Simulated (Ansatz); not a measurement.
HfO2, DFT, PBE, PAW with Ansatz's default frozen-core files, scalar-relativistic (Ansatz 0.2.0), run on 1 thread of Intel(R) Xeon(R) Platinum 8488C (Sapphire Rapids) on a shared host.

The cell is COD entry 9009016, as deposited and not checked against the literature; nothing was relaxed. The listed cell was then made from it by scaling, straining or moving an atom.

Command: `ansatz run input.yaml --threads 1 --pin off --max-ram 4096MiB --backend cpu --events-out ev --progress --plain --runs-dir out`

```yaml
crystal:
  lattice:
    - [-0.025575, 2.5447125, 2.5447125]
    - [2.5447125, -0.025575, 2.5447125]
    - [2.5447125, 2.5447125, -0.025575]
  atoms:
    - { symbol: Hf, position: [0.0, 0.0, 0.0] }
    - { symbol: O, position: [0.25, 0.25, 0.25] }
    - { symbol: O, position: [0.75, 0.75, 0.75] }
kpoints:
  mp_grid: { grid: [9, 9, 9] }
scf:
  occupations: { method: fermi_dirac, width: 0.01 }
hamiltonian:
  xc: pbe
  pseudopotentials: { kind: paw }
output:
  forces: true
  stress: true
  eigenvalues: true
  efg: { contact_densities: true }
```

Question: How large is the problem that the program sets up?

Answer: 85 irreducible k-points, 645 plane waves at Γ, 23 bands.

Question: About how long does it take, and how much memory does it use?

Answer: 4.5 s of wall time for 6 SCF iterations, with a peak of 0.46 GiB. Times on shared machines scatter by tens of per cent.

Question: And the same cell and mesh by crystal-made all-electron datasets, asked for forces, stress, eigenvalues, efg, on the same hardware?

Answer: 23 s, peak memory 0.71 GiB.
